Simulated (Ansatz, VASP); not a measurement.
SnTe: VASP beside Ansatz

Contents of INCAR:

```
SYSTEM = SnTe
PREC = Accurate
ENCUT = 520
EDIFF = 1E-7
ISMEAR = 0
SIGMA = 0.01
LREAL = .False.
LASPH = .True.
NELM = 100
ALGO = Normal
ISIF = 2
LWAVE = .False.
LCHARG = .False.
GGA = CA
NBANDS = 17
```

KPOINTS

```
Automatic mesh
0
Gamma
  6 6 6
  0 0 0
```

File POSCAR:

```
SnTe
1.0
    0.0000000000      3.6111460000      3.6111460000
    3.6111460000      0.0000000000      3.6111460000
    3.6111460000      3.6111460000      0.0000000000
Sn Te
1 1
Direct
    0.0000000000      0.0000000000      0.0000000000
    0.7500000000      0.7500000000      0.7500000000
```

Input for Ansatz:

```yaml
crystal:
  lattice:
    - [0.0, 3.611146, 3.611146]
    - [3.611146, 0.0, 3.611146]
    - [3.611146, 3.611146, 0.0]
  atoms:
    - { symbol: Sn, position: [0.0, 0.0, 0.0] }
    - { symbol: Te, position: [0.75, 0.75, 0.75] }
basis:
  ecutwfc: 550.0
kpoints:
  mp_grid:
    grid: [6, 6, 6]
hamiltonian:
  xc: lda
scf:
  occupations:
    method: fixed
output:
  eigenvalues: true
```

Measurements of this composition are mostly on another form, of space group No. 225.

Alike in both runs: task single point; functional LDA; k mesh 6 × 6 × 6; no spin polarisation.

```csv
,VASP,Ansatz
version,VASP 6.6.1,Ansatz 0.2.0
potentials or method,"VASP PAW LDA potentials, release 64 (Sn_d, Te)","plane waves, PAW"
plane-wave cutoff (eV),520,550
occupations,"gaussian, width 0.01 eV",fixed
valence electrons in the cell,20,30
```

Ansatz gave:

| Property | Result |
| --- | --- |
| gap on the k mesh at the Fermi level (eV) | 0.20 |

Which values does VASP return?

gap on the k mesh at the Fermi level (eV): 0.19.

The two sets of potentials don't hold the same shells in valence.

Caveats: spin-orbit coupling is left out, which moves the levels of the heavy elements.
